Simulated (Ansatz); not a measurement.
Crystal: KBr.

```xyz
2
Lattice="0.0000 3.3000 3.3000 3.3000 0.0000 3.3000 3.3000 3.3000 0.0000" Properties=species:S:1:pos:R:3 pbc="T T T"
Br    3.3000    3.3000    3.3000
K     0.0000    0.0000    0.0000
```

Base run:

* Program: Ansatz 0.2.0
* Functional: PBEsol
* Potentials or basis: all-electron LAPW, scalar-relativistic
* Cutoff: 128 eV
* Density cutoff: 513 eV
* Basis error allowed: 0.001 eV/atom
* k mesh: 7 × 7 × 7
* Occupations: fermi-dirac, width 0.05 eV
* Spin: no spin polarisation

Its results: band gap on the k mesh 4.28 eV, direct; pressure -0.3 GPa.

Problem. The run is repeated on the same cell with these changes: functional from PBEsol to BLYP. What comes out?

Solution. Band gap on the k mesh 4.44 eV, direct; pressure 1.5 GPa.

BLYP binds less tightly than PBEsol, so the same cell stands under more pressure.

Caveats: an odd mesh through Γ misses points on the zone boundary, where band edges often lie (some runs).

Not every run made on this cell is shown here.
